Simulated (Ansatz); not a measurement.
**Zone-centre modes in HfS2**

Method: Ansatz 0.2.0, DFT PBE+D3(BJ), scalar-relativistic, plane waves, PAW. Cutoff 420 eV, Γ-centred 12×12×6 k-points, Gaussian smearing of 0.05 eV. Spin–orbit coupling is left out, which can shift energies with elements as heavy as these. No spin polarisation.

Zero of the scan (relaxed at this level):

```
Hf S
1.0
     3.60586    0.00000    0.00000
    -1.80293    3.12277    0.00000
     0.00000    0.00000    5.77039
Hf S
1 2
Direct
  0.00000 0.00000 0.00000
  0.66667 0.33333 0.74761
  0.33333 0.66667 0.25239
```

Harmonic modes by finite displacements of 0.02 Å, without the LO–TO term.

Task: At this geometry, is the structure stable against these modes?

Result: Yes: no mode is imaginary beyond 10 cm⁻¹, and only the three translations lie near zero.

Task: List the wavenumbers in cm⁻¹.

Result: 0, 0, 0, 152, 152, 257, 257, 305, 331.

Cost: 1 run of about 1.8 core-minutes, on Arm Neoverse V1 (shared hosts).